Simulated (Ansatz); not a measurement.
## Property card for Ni

Computed with DFT PBE, scalar-relativistic, plane waves, PAW (Ansatz).

Settings: cutoff 420 eV, Γ-centred mesh 22×22×22 on the computed 1-atom cell, Gaussian smearing of 0.10 eV; collinear spin from starting moments 0.64 μB.

The structure is relaxed at this level of theory with its symmetry kept. This bcc form isn't the element's structure at ambient conditions.

```cif
data_structure
_symmetry_space_group_name_H-M 'P 1'
_symmetry_Int_Tables_number 1
_cell_length_a 2.4253
_cell_length_b 2.4253
_cell_length_c 2.4253
_cell_angle_alpha 109.471
_cell_angle_beta 109.471
_cell_angle_gamma 109.471
_cell_volume 10.98
loop_
_atom_site_label
_atom_site_type_symbol
_atom_site_fract_x
_atom_site_fract_y
_atom_site_fract_z
_atom_site_occupancy
Ni1 Ni 0.00000 0.00000 0.00000 1
```

```json
{
  "Space group": "Im-3m (No. 229)",
  "Volume per atom": "10.98 Å³",
  "Formation energy from the elements' standard states (uncorrected)": "+0.099 eV/atom",
  "Kohn–Sham band gap": "none (metal)",
  "Density of states at the Fermi level": "1.39 states/eV per cell",
  "Löwdin character within 0.5 eV of the Fermi level": "Ni 3d 95 %",
  "Bulk modulus": "192 GPa",
  "Its pressure derivative": "4.8",
  "Bader charges (e)": "Ni (1 in the cell) 0.00",
  "Total moment": "0.55 μB per cell",
  "Site moments (μB; atoms counted from 1 over the whole cell)": "Ni (atom 1) 0.58"
}
```

Only this magnetic start was tried.